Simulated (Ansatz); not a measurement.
TiO2:

```xyz
6
Lattice="4.5998 0.0000 0.0000 0.0000 4.5998 0.0000 0.0000 0.0000 2.9592" Properties=species:S:1:pos:R:3 pbc="T T T"
Ti    0.0000    0.0000    1.4796
Ti    2.2999    2.2999    0.0000
O     1.3998    1.3998    1.4796
O     0.9001    3.6997    0.0000
O     3.6997    0.9001    0.0000
O     3.2000    3.2000    1.4796
```

The cell is a database's computed one.

- Program: Ansatz 0.2.0
- Task: relaxation of cell and atoms
- Functional: RPBE
- Potentials or basis: Ansatz PAW
- Cutoff: 420 eV (not typed: the program's choice for these potentials)
- k mesh: 6 × 6 × 9
- Occupations: fermi-dirac, width 0.05 eV
- Spin: no spin polarisation

At the start: volume 10.44 Å³/atom.

Q: How do energy, volume and symmetry change on relaxing?

A: It ends after 8 steps and the volume is 10.91 Å³/atom (+4.6 %); space group P4_2/mnm (No. 136, to 0.05 Å).

Step by step:
```
step  energy change (eV)  largest force (eV/Å)  volume (Å³)
   1              0.0000                0.0270        62.61
   2             -0.0599                0.0886        64.43
   3             -0.0647                0.0644        65.21
   4             -0.0654                0.0024        65.32
   5             -0.0654                0.0006        65.34
   6             -0.0792                0.0003        65.34
   7             -0.0788                0.0001        65.47
   8             -0.0795                0.0000        65.47
```

Final structure:
```yaml
crystal:
  lattice:
    - [4.68734, 0.00000, 0.00000]
    - [0.00000, 4.68734, 0.00000]
    - [0.00000, 0.00000, 2.97987]
  atoms:
    - { symbol: Ti, position: [0.00000, 0.00000, 0.50000] }
    - { symbol: Ti, position: [0.50000, 0.50000, 0.00000] }
    - { symbol: O, position: [0.30592, 0.30592, 0.50000] }
    - { symbol: O, position: [0.19408, 0.80592, 0.00000] }
    - { symbol: O, position: [0.80592, 0.19408, 0.00000] }
    - { symbol: O, position: [0.69408, 0.69408, 0.50000] }
```

Caveat: the plane-wave basis is chosen anew once the cell has moved, so the energies of steps on either side of that aren't comparable; the pressure holds a Pulay correction of +0.6 GPa for the finite cutoff; the PAW data sets come from PBE, with cores solved anew for the run's functional, which leaves a small shift of forces and pressure.
